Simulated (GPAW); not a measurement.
# ZnS (Wurtzite-2H) (P6_3mc) in GPAW: relaxation of cell and atoms with revTPSS

Aim: the relaxation of cell and atoms of ZnS (Wurtzite-2H) with revTPSS.

All numbers are computed with GPAW 26.7.0; they aren't measurements. Logs are shortened: lines on timing, memory, paths and dates and some standing lists are left out, and cuts for length are marked. The log counts tension as positive stress, the text compression.

**1. The structure**

Symmetry: P6_3mc, No. 186, hexagonal system. Conventional cell: a = 3.811 Å, b = 3.811 Å, c = 6.234 Å, α = 90.00°, β = 90.00°, γ = 120.00°. Zn (site symmetry 3m) is surrounded by 4 S at 2.31 to 2.40 Å. S (site symmetry 3m) has 4 Zn at 2.31 to 2.40 Å as nearest neighbours.

**2. Relaxation of cell and atoms, revTPSS**

The input, run.py:

```python
from ase.filters import FrechetCellFilter
from ase.io import read, write
from ase.optimize import BFGS
from gpaw import GPAW, PW

atoms = read('POSCAR')

calc = GPAW(mode=PW(600),
            xc='MGGA_X_REVTPSS+MGGA_C_REVTPSS',
            kpts={'size': (6, 6, 3), 'gamma': True},
            occupations={'name': 'fermi-dirac', 'width': 0.05},
            nbands=31,
            convergence={'density': 1e-06, 'energy': 1e-06, 'eigenstates': 1e-10},
            eigensolver='davidson',
            maxiter=150,
            txt='gpaw.txt')
atoms.calc = calc
opt = BFGS(FrechetCellFilter(atoms), trajectory='relax.traj', logfile='-')
done = opt.run(fmax=0.02, steps=60)
calc.write('gs.gpw')
write('result.traj', atoms)
print('Converged:', done)
print('Cell:', atoms.cell.cellpar().round(4))
print('Volume:', round(atoms.get_volume(), 4))
print(atoms.get_scaled_positions().round(5))
```

The input, POSCAR:

```
ZnS
1.0
    3.8110000000      0.0000000000      0.0000000000
   -1.9055000000      3.3004228138      0.0000000000
    0.0000000000      0.0000000000      6.2340000000
Zn S
2 2
Direct
    0.6666666667      0.3333333333      0.5000000000
    0.3333333333      0.6666666667      0.0000000000
    0.6666666667      0.3333333333      0.8850000000
    0.3333333333      0.6666666667      0.3850000000
```

Potentials or basis: GPAW PAW data sets (gpaw-data 1.2.1), pw.

The run is started by

```
$ OMP_NUM_THREADS=1 python run.py
```

gpaw.txt:

```text
__  _  _
 | _ |_)|_||  |
 |__||  | ||/\| - 26.7.0

Input parameters:
  mode=PW(ecut=600.0),
  convergence={'density': 1e-06, 'energy': 1e-06, 'eigenstates': 1e-10},
  eigensolver=Davidson(niter=2),
  kpts=MonkhorstPack(size=(6, 6, 3), gamma=True),
  maxiter=150,
  nbands=31,
  occupations=Occupations(name='fermi-dirac', width=0.05),
  xc=XC(name='MGGA_X_REVTPSS+MGGA_C_REVTPSS')

Diagonalizing LCAO Hamiltonian
Converting LCAO to pw mode

            S

            Zn
        S

        Zn

Atoms  # Å, Bohr magnetons
|   | symbol |         x |        y |        z |    initial magnetic moments |
|---|--------|-----------|----------|----------|-----------------------------|
| 0 |     Zn |  1.905500 | 1.100141 | 3.117000 | ( 0.0000,  0.0000,  0.0000) |
| 1 |     Zn | -0.000000 | 2.200282 | 0.000000 | ( 0.0000,  0.0000,  0.0000) |
| 2 |      S |  1.905500 | 1.100141 | 5.517090 | ( 0.0000,  0.0000,  0.0000) |
| 3 |      S | -0.000000 | 2.200282 | 2.400090 | ( 0.0000,  0.0000,  0.0000) |

Unit cell  # Å
| periodic |         x |        y |        z |  lengths |     angles |
|----------|-----------|----------|----------|----------|------------|
|      yes |  3.811000 | 0.000000 | 0.000000 | 3.811000 |  90.000000 |
|      yes | -1.905500 | 3.300423 | 0.000000 | 3.811000 |  90.000000 |
|      yes |  0.000000 | 0.000000 | 6.234000 | 6.234000 | 120.000000 |

Number of symmetries: 6
Symmetry operations  # r_c * U_cc + t_c -> r_c
|   | kind |            matrix            |
|---|------|------------------------------|
| 0 |  σ   |  1, 1, 0,  0,-1, 0,  0, 0, 1 |
| 1 |  E   |  1, 0, 0,  0, 1, 0,  0, 0, 1 |
| 2 |  C3  |  0, 1, 0, -1,-1, 0,  0, 0, 1 |
| 3 |  σ   |  0,-1, 0, -1, 0, 0,  0, 0, 1 |
| 4 |  σ   | -1, 0, 0,  1, 1, 0,  0, 0, 1 |
| 5 |  C3  | -1,-1, 0,  1, 0, 0,  0, 0, 1 |
[... 126 lines left out ...]
convergence criteria:
- Maximum integral of absolute [dens]ity change: 1e-06 electrons / valence electron
- Maximum [total energy] change in last 3 cyles: 1e-06 eV / valence electron
- Maximum integral of absolute [eigenst]ate change: 1e-10 eV^2 / valence electron
maximum number of iterations: 150

SCF iterations
|iter     | |      energy | eigst |  dens |
|---------|-|-------------|-------|-------|
|iter:   1| |  118.594982 | +2.49 |       |
|iter:   2| |   -0.787736 | +1.31 | -0.77 |
|iter:   3| |   -4.758696 | +0.57 | -1.16 |
|iter:   4| |   -4.334578 | -0.35 | -1.15 |
|iter:   5| |   -3.756781 | -1.28 | -1.24 |
|iter:   6| |   -4.064557 | -1.22 | -1.53 |
|iter:   7| |   -4.041095 | -2.37 | -1.59 |
|iter:   8| |   -3.845091 | -2.06 | -1.62 |
|iter:   9| |   -3.859316 | -2.91 | -1.79 |
|iter:  10| |   -3.842162 | -3.86 | -1.77 |
|iter:  11| |   -3.816675 | -3.29 | -1.83 |
|iter:  12| |   -3.797348 | -2.48 | -2.03 |
|iter:  13| |   -3.798531 | -4.05 | -2.69 |
|iter:  14| |   -3.798578 | -4.91 | -3.38 |
|iter:  15| |   -3.798588 | -5.75 | -3.71 |
|iter:  16| |   -3.798588c| -6.77 | -4.40 |
|iter:  17| |   -3.798588c| -7.51 | -4.55 |
|iter:  18| |   -3.798588c| -7.88 | -4.98 |
|iter:  19| |   -3.798588c| -9.18 | -5.39 |
|iter:  20| |   -3.798588c| -9.77 | -5.92 |
|iter:  21| |   -3.798588c|-10.95c| -6.35c|
[... 43 lines left out ...]
Gap: 2.340 eV
Transition (v -> c):
  (s=0, k=0, n=17, [0.00, 0.00, 0.00]) -> (s=0, k=0, n=18, [0.00, 0.00, 0.00])
No difference between direct/indirect transitions

Stress tensor  # eV/Ang^3
|         x |         y |        z |
|-----------|-----------|----------|
| -0.012986 |  0.000000 | 0.000000 |
|  0.000000 | -0.012986 | 0.000000 |
|  0.000000 |  0.000000 | 0.001793 |

Forces  # eV/Ang
|       x |       y |        z |
|---------|---------|----------|
| 0.00000 | 0.00000 |  0.31536 |  # Zn   0
| 0.00000 | 0.00000 |  0.31536 |  # Zn   1
| 0.00000 | 0.00000 | -0.31533 |  # S    2
| 0.00000 | 0.00000 | -0.31533 |  # S    3

Interpolating wave functions to new cell

            S

            Zn
        S

        Zn

Atoms  # Å, Bohr magnetons
|   | symbol |         x |        y |        z |    initial magnetic moments |
|---|--------|-----------|----------|----------|-----------------------------|
| 0 |     Zn |  1.907233 | 1.101142 | 3.121113 | ( 0.0000,  0.0000,  0.0000) |
| 1 |     Zn | -0.000000 | 2.202283 | 0.004505 | ( 0.0000,  0.0000,  0.0000) |
| 2 |      S |  1.907233 | 1.101142 | 5.511893 | ( 0.0000,  0.0000,  0.0000) |
| 3 |      S | -0.000000 | 2.202283 | 2.395285 | ( 0.0000,  0.0000,  0.0000) |

Unit cell  # Å
| periodic |         x |        y |         z |  lengths |     angles |
|----------|-----------|----------|-----------|----------|------------|
|      yes |  3.814466 | 0.000000 | -0.000000 | 3.814466 |  90.000000 |
|      yes | -1.907233 | 3.303425 |  0.000000 | 3.814466 |  90.000000 |
|      yes | -0.000000 | 0.000000 |  6.233218 | 6.233218 | 120.000000 |

Number of symmetries: 6
Symmetry operations  # r_c * U_cc + t_c -> r_c
|   | kind |            matrix            |
|---|------|------------------------------|
| 0 |  σ   |  1, 1, 0,  0,-1, 0,  0, 0, 1 |
| 1 |  E   |  1, 0, 0,  0, 1, 0,  0, 0, 1 |
| 2 |  C3  |  0, 1, 0, -1,-1, 0,  0, 0, 1 |
| 3 |  σ   |  0,-1, 0, -1, 0, 0,  0, 0, 1 |
| 4 |  σ   | -1, 0, 0,  1, 1, 0,  0, 0, 1 |
| 5 |  C3  | -1,-1, 0,  1, 0, 0,  0, 0, 1 |
[... 226 lines left out ...]
Atoms  # Å, Bohr magnetons
|   | symbol |         x |        y |        z |    initial magnetic moments |
|---|--------|-----------|----------|----------|-----------------------------|
| 0 |     Zn |  1.916880 | 1.106711 | 3.145089 | ( 0.0000,  0.0000,  0.0000) |
| 1 |     Zn | -0.000000 | 2.213423 | 0.029772 | ( 0.0000,  0.0000,  0.0000) |
| 2 |      S |  1.916880 | 1.106711 | 5.484346 | ( 0.0000,  0.0000,  0.0000) |
| 3 |      S | -0.000000 | 2.213423 | 2.369028 | ( 0.0000,  0.0000,  0.0000) |

Unit cell  # Å
| periodic |         x |         y |        z |  lengths |     angles |
|----------|-----------|-----------|----------|----------|------------|
|      yes |  3.833761 | -0.000000 | 0.000000 | 3.833761 |  90.000000 |
|      yes | -1.916880 |  3.320134 | 0.000000 | 3.833761 |  90.000000 |
|      yes |  0.000000 |  0.000000 | 6.230635 | 6.230635 | 120.000000 |

Number of symmetries: 6
Symmetry operations  # r_c * U_cc + t_c -> r_c
|   | kind |            matrix            |
|---|------|------------------------------|
| 0 |  σ   |  1, 1, 0,  0,-1, 0,  0, 0, 1 |
| 1 |  E   |  1, 0, 0,  0, 1, 0,  0, 0, 1 |
| 2 |  C3  |  0, 1, 0, -1,-1, 0,  0, 0, 1 |
| 3 |  σ   |  0,-1, 0, -1, 0, 0,  0, 0, 1 |
| 4 |  σ   | -1, 0, 0,  1, 1, 0,  0, 0, 1 |
| 5 |  C3  | -1,-1, 0,  1, 0, 0,  0, 0, 1 |
[... 201 lines left out ...]
Stress tensor  # eV/Ang^3
|         x |         y |         z |
|-----------|-----------|-----------|
| -0.000039 |  0.000000 | -0.000000 |
|  0.000000 | -0.000039 |  0.000000 |
| -0.000000 |  0.000000 | -0.005323 |

Forces  # eV/Ang
|        x |       y |        z |
|----------|---------|----------|
|  0.00000 | 0.00000 | -0.02601 |  # Zn   0
| -0.00000 | 0.00000 | -0.02602 |  # Zn   1
|  0.00000 | 0.00000 |  0.02608 |  # S    2
|  0.00000 | 0.00000 |  0.02609 |  # S    3

Interpolating wave functions to new cell

            S

            Zn
        S
[... 230 lines left out ...]
Stress tensor  # eV/Ang^3
|         x |         y |         z |
|-----------|-----------|-----------|
| -0.000623 |  0.000000 | -0.000000 |
|  0.000000 | -0.000623 | -0.000000 |
|  0.000000 | -0.000000 | -0.004411 |

Forces  # eV/Ang
|        x |       y |        z |
|----------|---------|----------|
| -0.00000 | 0.00000 | -0.00141 |  # Zn   0
|  0.00000 | 0.00000 | -0.00143 |  # Zn   1
|  0.00000 | 0.00000 |  0.00147 |  # S    2
|  0.00000 | 0.00000 |  0.00150 |  # S    3

Interpolating wave functions to new cell

            S

            Zn
        S
[... 162 lines left out ...]
|---------|-|-------------|-------|-------|
|iter:   1| | -144.912042 |       |       |
|iter:   2| |   -3.566300 | +0.23 | -0.89 |
|iter:   3| |   -3.957925 | -1.12 | -1.90 |
|iter:   4| |   -3.920856 | -2.32 | -1.91 |
|iter:   5| |   -3.856059 | -2.75 | -1.95 |
|iter:   6| |   -3.829606 | -2.78 | -2.13 |
|iter:   7| |   -3.828283 | -3.74 | -2.37 |
|iter:   8| |   -3.828722 | -4.95 | -2.43 |
|iter:   9| |   -3.824217 | -3.70 | -2.46 |
|iter:  10| |   -3.825417 | -5.04 | -2.68 |
|iter:  11| |   -3.825241 | -6.24 | -2.66 |
|iter:  12| |   -3.823261 | -3.66 | -2.68 |
|iter:  13| |   -3.823333 | -4.73 | -3.29 |
|iter:  14| |   -3.823334 | -6.21 | -4.09 |
|iter:  15| |   -3.823334c| -7.20 | -4.77 |
|iter:  16| |   -3.823334c| -7.92 | -5.04 |
|iter:  17| |   -3.823334c| -8.96 | -5.85 |
|iter:  18| |   -3.823334c| -9.83 | -6.28c|
|iter:  19| |   -3.823334c|-10.38c| -6.55c|

Converged in 19 steps
Energy contributions relative to reference atoms: (reference = -119437.893101)

Energy contributions:
  Kinetic:          12.172009
  Coulomb:          -9.542434
  Zero:             -0.017848
  External:          0.000000
  Xc:               -6.435062
  Entropy:          -0.000000
  Spinorbit:         0.000000
  ----------------------------
  Free energy:      -3.823334
  Extrapolated:     -3.823334
[... 467 lines left out ...]
|---------|-|-------------|-------|-------|
|iter:   1| | -144.776907 |       |       |
|iter:   2| |   -3.562832 | +0.22 | -0.89 |
|iter:   3| |   -3.958960 | -1.12 | -1.91 |
|iter:   4| |   -3.922859 | -2.31 | -1.91 |
|iter:   5| |   -3.854236 | -2.69 | -1.95 |
|iter:   6| |   -3.828578 | -2.73 | -2.15 |
|iter:   7| |   -3.827873 | -3.76 | -2.41 |
|iter:   8| |   -3.828732 | -5.17 | -2.47 |
|iter:   9| |   -3.824490 | -3.67 | -2.50 |
|iter:  10| |   -3.825476 | -5.05 | -2.77 |
|iter:  11| |   -3.825447 | -6.14 | -2.73 |
|iter:  12| |   -3.823939 | -3.81 | -2.74 |
|iter:  13| |   -3.823994 | -4.75 | -3.35 |
|iter:  14| |   -3.823993 | -6.28 | -3.96 |
|iter:  15| |   -3.823994c| -7.03 | -4.64 |
|iter:  16| |   -3.823994c| -7.81 | -4.92 |
|iter:  17| |   -3.823994c| -8.98 | -5.41 |
|iter:  18| |   -3.823994c| -9.87 | -6.08c|
|iter:  19| |   -3.823994c|-10.71c| -6.28c|

Converged in 19 steps
Energy contributions relative to reference atoms: (reference = -119437.893101)

Energy contributions:
  Kinetic:          11.784308
  Coulomb:          -9.258750
  Zero:             -0.016422
  External:          0.000000
  Xc:               -6.333130
  Entropy:          -0.000000
  Spinorbit:         0.000000
  ----------------------------
  Free energy:      -3.823994
  Extrapolated:     -3.823994
[... 28 lines left out ...]
Gap: 2.242 eV
Transition (v -> c):
  (s=0, k=0, n=17, [0.00, 0.00, 0.00]) -> (s=0, k=0, n=18, [0.00, 0.00, 0.00])
No difference between direct/indirect transitions

Stress tensor  # eV/Ang^3
|        x |         y |         z |
|----------|-----------|-----------|
| 0.000673 | -0.000000 |  0.000000 |
| 0.000000 |  0.000673 |  0.000000 |
| 0.000000 |  0.000000 | -0.000254 |

Forces  # eV/Ang
|        x |        y |        z |
|----------|----------|----------|
| -0.00000 | -0.00000 |  0.01875 |  # Zn   0
|  0.00000 | -0.00000 |  0.01876 |  # Zn   1
| -0.00000 |  0.00000 | -0.01867 |  # S    2
|  0.00000 |  0.00000 | -0.01869 |  # S    3

# Writing to gs.gpw (mode='')
```

Wall time 17 min (1 thread of Arm Neoverse V1, shared host); peak memory 0.96 GiB.

Results:

```yaml
Free_energy: -3.8240 eV
Relaxed_volume: 19.92 Å³/atom
Relaxed_cell: a = 3.835 Å, b = 3.835 Å, c = 6.257 Å, α = 90.00°, β = 90.00°, γ = 120.00°
Space_group_after_relaxing_to_0.05_Å: P6_3mc (No. 186)
Energy_gained_by_relaxing: 6.4 meV/atom
Ionic_steps: 7
Pressure_after_relaxing: -0.1 GPa
Largest_force_after_relaxing: 0.019 eV/Å
Band_gap_on_the_k_mesh: 2.24 eV, direct
```

Forces on the atoms (eV/Å):
```
Zn   0.000  0.000  0.019
Zn   0.000  0.000  0.019
S    0.000  0.000 -0.019
S    0.000  0.000 -0.019
```

Stress tensor (GPa, compression positive):
```
-0.11  0.00  0.00
 0.00 -0.11  0.00
 0.00  0.00  0.04
```

The path:
```
step  energy change (eV)  largest force (eV/Å)  pressure (GPa)  volume (Å³)
   1              0.0000                0.3154            1.29        78.41
   2             -0.0070                0.2685            1.12        78.54
   3             -0.0243                0.0261            0.29        79.31
   4             -0.0245                0.0015            0.30        79.29
   5             -0.0247                0.0102            0.26        79.34
   6             -0.0252                0.0239            0.07        79.54
   7             -0.0254                0.0188           -0.06        79.68
```

Final structure:
```yaml
crystal:
  lattice:
    - [3.83463, 0.00000, 0.00000]
    - [-1.91731, 3.32088, 0.00000]
    - [0.00000, 0.00000, 6.25729]
  atoms:
    - { symbol: Zn, position: [0.66667, 0.33333, 0.50452] }
    - { symbol: Zn, position: [0.33333, 0.66667, 0.00452] }
    - { symbol: S, position: [0.66667, 0.33333, 0.88049] }
    - { symbol: S, position: [0.33333, 0.66667, 0.38049] }
```

Caveat: later steps reuse the first step's grids; the PAW data sets were made with another functional, which shifts forces and pressure a little. Zero-point motion and thermal expansion aren't in these numbers.
